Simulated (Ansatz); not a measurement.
# BaTiO₃ (R3m), comparing deformations

All numbers below come from Ansatz 0.2.0, DFT PBE, scalar-relativistic, plane waves, PAW. The runs took a 420 eV cutoff, a Γ-centred 6×6×6 mesh and Gaussian smearing (0.05 eV). No spin polarisation. Energies are free energies at this smearing, counted from the undisturbed cell; pressure is positive in compression.

The starting cell (relaxed at this level; it needn't be the usual structure):

```
Ba Ti O
1.0
     2.86307    1.65299    2.35630
    -2.86307    1.65299    2.35630
     0.00000   -3.30599    2.35630
Ba Ti O
1 1 3
Cartesian
  0.0000 0.0000 0.0350
  0.0000 0.0000 3.6701
  0.0000 -1.6179 4.6055
  -1.4011 0.8089 4.6055
  1.4011 0.8089 4.6055
```

The cell is strained by ε times a Voigt pattern (xx, yy, zz, yz, xz, xy; engineering shear) with fractional coordinates fixed. τ = (1/V0) dE/dε comes from the stress tensor. Of each scan, only the three points used here are listed.

| pattern | ε | τ (GPa) |
| --- | --- | --- |
| (0, 0, 0, 0, 0, 1) | -0.0187 | -1.92 |
| (0, 0, 0, 0, 0, 1) | 0.0000 | 0.00 |
| (0, 0, 0, 0, 0, 1) | 0.0187 | 1.92 |
| (1, 0, 0, 0, 0, 0) | -0.0150 | -4.75 |
| (1, 0, 0, 0, 0, 0) | 0.0000 | -0.01 |
| (1, 0, 0, 0, 0, 0) | 0.0150 | 4.30 |

Which constants do the scans give, and which deformation costs least for the same size of strain tensor?

The slope dτ/dε at zero (parabola through three points) is pᵀCp: (0, 0, 0, 0, 0, 1) gives C66 = 103 GPa; (1, 0, 0, 0, 0, 0) gives C11 = 302 GPa. The size of the strain tensor, ε:ε, is ε² times 0.5, 1.0. Per unit of it the stiffnesses are 206, 302 GPa, so (0, 0, 0, 0, 0, 1) is the softest of these: at ε:ε = (1 %)² the quadratic term costs 0.86 meV/atom against 1.26 for the stiffest. These are clamped-ion values.

Forces appear on the atoms along this scan, and letting them relax would lower the energy and soften the response.

Cost: 18 runs of about 4.1 core-minutes in all, on Arm Neoverse V2 (shared hosts).